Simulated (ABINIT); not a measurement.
The system is KMgF3.

```xyz
5
Lattice="3.9859 0.0000 0.0000 0.0000 3.9859 0.0000 0.0000 0.0000 3.9859" Properties=species:S:1:pos:R:3 pbc="T T T"
K     1.9929    1.9929    1.9929
Mg    0.0000    0.0000    0.0000
F     0.0000    0.0000    1.9929
F     0.0000    1.9929    0.0000
F     1.9929    0.0000    0.0000
```

Base run:

```yaml
Program: ABINIT 10.8.3 (patched build)
Functional: PBE
Potentials_or_basis: PseudoDojo NC SR PBE v0.5 stringent
Cutoff: 1034 eV
k_mesh: 5 × 5 × 5
Occupations: fermi-dirac, width 0.05 eV
Spin: no spin polarisation
```

Its results: band gap on the k mesh 7.42 eV, indirect (least direct gap 7.68 eV); pressure 2.9 GPa.

Q: After a change of settings the same cell gave: band gap on the k mesh 7.42 eV, indirect (least direct gap 7.68 eV); pressure 3.5 GPa. Which change was it?
A. potentials or basis from PseudoDojo NC SR PBE v0.5 stringent to PseudoDojo NC SR PBE v0.4.1 standard; cutoff from 1034 eV to 1088 eV
B. functional from PBE to PBEsol; potentials or basis from PseudoDojo NC SR PBE v0.5 stringent to PseudoDojo NC SR PBEsol v0.4.1 standard
C. functional from PBE to LDA; potentials or basis from PseudoDojo NC SR PBE v0.5 stringent to PseudoDojo NC SR LDA v0.4.1 standard; cutoff from 1034 eV to 1088 eV

A: A.

Caveats: an odd mesh through Γ misses points on the zone boundary, where band edges often lie.
